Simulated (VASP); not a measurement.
# MgO (P6_3mc) in VASP: further runs, part 2 of 2

VASP 6.6.1.

## Step 3: Relaxation of cell and atoms, LDA

This run uses another cell than the first one, of 11.80 Å³/atom, 1.036 times its volume.

INCAR

```
PREC = Accurate
ENCUT = 600
EDIFF = 1E-6
ISMEAR = 0
SIGMA = 0.02
LREAL = False
LASPH = True
NELM = 100
ALGO = Normal
ISIF = 3
LWAVE = False
LCHARG = False
IBRION = 2
NSW = 100
EDIFFG = -0.002
```

KPOINTS

```
regular mesh
0
Gamma
  9 9 6
```

POSCAR

```
MgO
1.0
    3.3077869900      0.0000000000      0.0000000000
   -1.6538934900      2.8646275600      0.0000000000
    0.0000000000      0.0000000000      4.9828816700
Mg O
2 2
Direct
    0.3333333300      0.6666666700      0.0021597400
    0.6666666700      0.3333333300      0.5021597400
    0.3333333300      0.6666666700      0.4024402600
    0.6666666700      0.3333333300      0.9024402600
```

Potentials or basis: VASP PAW LDA potentials, release 64 (Mg, O).

Launch:

```sh
> cat potpaw_LDA.64/Mg/POTCAR potpaw_LDA.64/O/POTCAR > POTCAR
> mpirun -np 1 vasp_std > vasp.out
```

OUTCAR:

```text
PREC = Accurate
   ENCUT = 600
   EDIFF = 1E-6
   ISMEAR = 0
   LREAL = False
   LASPH = True
   NELM = 100
   ISIF = 3
   IBRION = 2
   NSW = 100
   EDIFFG = -0.002

 ion  position               nearest neighbor table
   1  0.333  0.667  0.002-   4 1.97   4 1.97   4 1.97   3 1.99   2 3.14   2 3.14   2 3.14   2 3.14
                             2 3.14   2 3.14
   2  0.667  0.333  0.502-   3 1.97   3 1.97   3 1.97   4 1.99   1 3.14   1 3.14   1 3.14   1 3.14
                             1 3.14   1 3.14
   3  0.333  0.667  0.402-   2 1.97   2 1.97   2 1.97   1 1.99
   4  0.667  0.333  0.902-   1 1.97   1 1.97   1 1.97   2 1.99

  LATTYP: Found a hexagonal cell.
 ALAT       =     3.3077869900
 C/A-ratio  =     1.5064094771

  Lattice vectors:

 A1 = (   3.3077869900,   0.0000000000,   0.0000000000)
 A2 = (  -1.6538934900,   2.8646275600,   0.0000000000)
 A3 = (   0.0000000000,   0.0000000000,   4.9828816700)

Analysis of symmetry for initial positions (statically):
=====================================================================
 Subroutine PRICEL returns:
 Original cell was already a primitive cell.

 Routine SETGRP: Setting up the symmetry group for a
 hexagonal supercell.

 Subroutine GETGRP returns: Found 12 space group operations
 (whereof  6 operations were pure point group operations)
 out of a pool of 24 trial point group operations.

The static configuration has the point symmetry C_3v.
 The point group associated with its full space group is C_6v.

Analysis of symmetry for dynamics (positions and initial velocities):
=====================================================================
 Subroutine PRICEL returns:
 Original cell was already a primitive cell.

 Routine SETGRP: Setting up the symmetry group for a
 hexagonal supercell.

[... 162 lines left out ...]
------------------------ aborting loop because EDIFF is reached ----------------------------------------

  FORCE on cell =-STRESS in cart. coord.  units (eV):
  Direction    XX          YY          ZZ          XY          YZ          ZX
  --------------------------------------------------------------------------------------
  -------------------------------------------------------------------------------------
  Total       -1.7271403     -1.7271403     -1.5181435     -0.0000000      0.0000000     -0.0000000
  in kB      -58.6073291    -58.6073289    -51.5154065     -0.0000001      0.0000000     -0.0000000
  external PRESSURE =     -56.2433549 kB  Pullay stress =       0.0000000 kB
[... 95 lines left out ...]
  FREE ENERGIE OF THE ION-ELECTRON SYSTEM (eV)
  ---------------------------------------------------
  free  energy   TOTEN  =       -26.2717174475 eV

  energy  without entropy=      -26.2717174475  energy(sigma->0) =      -26.27171745

[... ionic steps 4 to 27 ...]

--------------------------------------- Ionic step       28  -------------------------------------------

 number of electron      16.0000002 magnetization

------------------------ aborting loop because EDIFF is reached ----------------------------------------
[... 71 lines left out ...]
--------------------------------------- Ionic step       30  -------------------------------------------

 number of electron      16.0000002 magnetization

 Free energy of the ion-electron system (eV)
  ---------------------------------------------------
  ext. energy  EPLUGINS =         0.00000000
  ---------------------------------------------------
  free energy    TOTEN  =       -26.54390652 eV

  energy without entropy =      -26.54390652  energy(sigma->0) =      -26.54390652

 E-fermi :   2.1549     XC(G=0): -10.7979

 val. band max:        1.9760519695   @ k =   0.0000   0.0000   0.0000
 cond. band min:       5.5321453096   @ k =   0.0000   0.0000   0.0000
 fundamental gap:      3.5560933401
 Fermi energy:         2.1549033312

 k-point     1 :       0.0000    0.0000    0.0000
  band No.  band energies     occupation
      1     -14.8858      2.00000
      2     -13.2968      2.00000
      3      -1.8970      2.00000
      4       0.1295      2.00000
      5       0.1295      2.00000
      6       1.1011      2.00000
      7       1.1011      2.00000
      8       1.9761      2.00000
      9       5.5321      0.00000
     10      11.5620      0.00000
     11      14.3685      0.00000
     12      14.5403      0.00000
[... 331 lines left out ...]
 k-point    24 :       0.3333    0.3333    0.1667
  band No.  band energies     occupation
      1     -13.7797      2.00000
      2     -13.7797      2.00000
      3      -1.7618      2.00000
      4      -0.9994      2.00000
      5      -0.9994      2.00000
      6       0.7140      2.00000
      7       0.7140      2.00000
      8       0.7423      2.00000
      9       9.3232      0.00000
     10      10.7576      0.00000
     11      13.1214      0.00000
     12      13.1214      0.00000

 [... further k-points ...]

------------------------ aborting loop because EDIFF is reached ----------------------------------------

  FORCE on cell =-STRESS in cart. coord.  units (eV):
  Direction    XX          YY          ZZ          XY          YZ          ZX
  --------------------------------------------------------------------------------------
  -------------------------------------------------------------------------------------
  Total       -0.0056691     -0.0056691     -0.0007230     -0.0000000      0.0000000      0.0000000
  in kB       -0.2156305     -0.2156305     -0.0274983     -0.0000000      0.0000000      0.0000000
  external PRESSURE =      -0.1529198 kB  Pullay stress =       0.0000000 kB
[... 19 lines left out ...]
  FREE ENERGIE OF THE ION-ELECTRON SYSTEM (eV)
  ---------------------------------------------------
  free  energy   TOTEN  =       -26.5439065191 eV

  energy  without entropy=      -26.5439065191  energy(sigma->0) =      -26.54390652

 reached required accuracy - stopping structural energy minimisation
```

OSZICAR:

```text
N       E                     dE             d eps       ncg     rms          rms(c)
DAV:   1     0.762660373413E+02    0.76266E+02   -0.84316E+03  1152   0.132E+03
DAV:   2    -0.249869503542E+02   -0.10125E+03   -0.91713E+02  1572   0.244E+02
DAV:   3    -0.304752630256E+02   -0.54883E+01   -0.54588E+01  1448   0.639E+01
[... 225 lines left out ...]
       N       E                     dE             d eps       ncg     rms          rms(c)
DAV:   1    -0.265439288535E+02   -0.32059E-04   -0.15952E-03  1176   0.398E-01    0.316E-02
DAV:   2    -0.265439127757E+02    0.16078E-04   -0.20506E-05  1260   0.444E-02    0.160E-02
DAV:   3    -0.265439071811E+02    0.55946E-05   -0.38626E-06  1264   0.201E-02    0.485E-03
DAV:   4    -0.265439065191E+02    0.66201E-06   -0.87704E-07   624   0.102E-02
  30 F= -.26543907E+02 E0= -.26543907E+02  d E =-.178406E-04
```

CONTCAR:

```text
MgO
   1.00000000000000
     3.4342365556584373    0.0000000001955093   -0.0000000000000000
    -1.7171182724687559    2.9741360956734759   -0.0000000000000001
    -0.0000000000000001    0.0000000000000000    4.1240788833701405
  Mg              O
     2     2
Direct
     0.3333333300000021    0.6666666699999979    0.9522974204694762
     0.6666666699999979    0.3333333300000021    0.4522974204694764
     0.3333333300000021    0.6666666699999979    0.4523025795305256
     0.6666666699999979    0.3333333300000021    0.9523025795305259

  0.00000000E+00  0.00000000E+00  0.00000000E+00
  0.00000000E+00  0.00000000E+00  0.00000000E+00
  0.00000000E+00  0.00000000E+00  0.00000000E+00
  0.00000000E+00  0.00000000E+00  0.00000000E+00
```

Wall time 3.2 min (1 thread of Intel Xeon 6975P-C (Granite Rapids), shared host); peak memory 0.18 GiB.

What came out:

```
Free energy                            : -26.5439 eV
Relaxed volume                         : 10.53 Å³/atom
Relaxed cell                           : a = 3.434 Å, b = 3.434 Å, c = 4.124 Å, α = 90.00°, β = 90.00°, γ = 120.00°
Space group after relaxing (to 0.05 Å) : P6_3/mmc (No. 194)
Energy gained by relaxing              : 77.3 meV/atom
Ionic steps                            : 30
Pressure after relaxing                : 0.0 GPa
Band gap on the k mesh                 : 3.56 eV, direct
```

The path:
| step | energy change (eV) | largest force (eV/Å) | pressure (GPa) | volume (Å³) |
| --- | --- | --- | --- | --- |
| 1 | 0.0000 | 0.0484 | -5.62 | 47.22 |
| 2 | -0.0318 | 0.0217 | 2.36 | 44.44 |
| 3 | -0.0372 | 0.0017 | -0.02 | 45.18 |
| 4 | -0.0372 | 0.0028 | 0.09 | 45.14 |
| 5 | -0.0372 | 0.0104 | -0.04 | 45.18 |
| 6 | -0.0372 | 0.0117 | -0.06 | 45.19 |
| 7 | -0.0373 | 0.0112 | -0.06 | 45.18 |
| 8 | -0.0374 | 0.0103 | -0.06 | 45.16 |
| 9 | -0.0376 | 0.0091 | -0.05 | 45.12 |
| 10 | -0.0380 | 0.0101 | -0.06 | 45.03 |
| 11 | -0.0395 | 0.0280 | -0.15 | 44.84 |
| 12 | -0.0505 | 0.1144 | -0.43 | 44.44 |
| 13 | -0.1291 | 0.4121 | -1.15 | 43.53 |
| 14 | -0.1574 | 0.2435 | 5.97 | 41.24 |
| 15 | -0.1691 | 0.6666 | -0.60 | 43.01 |
| 16 | -0.2506 | 0.6490 | 0.82 | 42.17 |
| 17 | -0.2456 | 0.4197 | 2.68 | 41.72 |
| 18 | -0.2546 | 0.5595 | 1.67 | 41.94 |
| 19 | -0.2529 | 0.5125 | 2.04 | 41.85 |
| 20 | -0.2571 | 0.4878 | 1.84 | 41.88 |
| 21 | -0.2686 | 0.4169 | 1.33 | 41.97 |
| 22 | -0.2864 | 0.2911 | 0.39 | 42.14 |
| 23 | -0.3043 | 0.0955 | -1.23 | 42.49 |
| 24 | -0.3059 | 0.0434 | -1.64 | 42.60 |
| 25 | -0.3059 | 0.0312 | -1.73 | 42.63 |
| 26 | -0.3076 | 0.0226 | -1.25 | 42.49 |
| 27 | -0.3094 | 0.0004 | 0.08 | 42.10 |
| 28 | -0.3094 | 0.0003 | 0.03 | 42.11 |
| 29 | -0.3094 | 0.0002 | 0.02 | 42.11 |
| 30 | -0.3094 | 0.0001 | -0.02 | 42.12 |

Final structure:
```
CELL_PARAMETERS angstrom
3.43424 0.00000 0.00000
-1.71712 2.97414 0.00000
0.00000 0.00000 4.12408
ATOMIC_POSITIONS crystal
Mg 0.33333 0.66667 0.95230
Mg 0.66667 0.33333 0.45230
O 0.33333 0.66667 0.45230
O 0.66667 0.33333 0.95230
```

Levels at points of the mesh, in eV from the valence-band top:
```
           k point  band 4  band 5  band 6  band 7  band 8  band 9  band 10  band 11  band 12
(0.00, 0.00, 0.00)   -1.85   -1.85   -0.88   -0.88    0.00    3.56     9.59    12.39    12.56
(0.00, 0.00, 0.50)   -2.54   -1.38   -1.38   -1.38   -1.38    6.57     6.57    12.92    12.92
```

As with any semilocal functional, this LDA gap is likely too small.
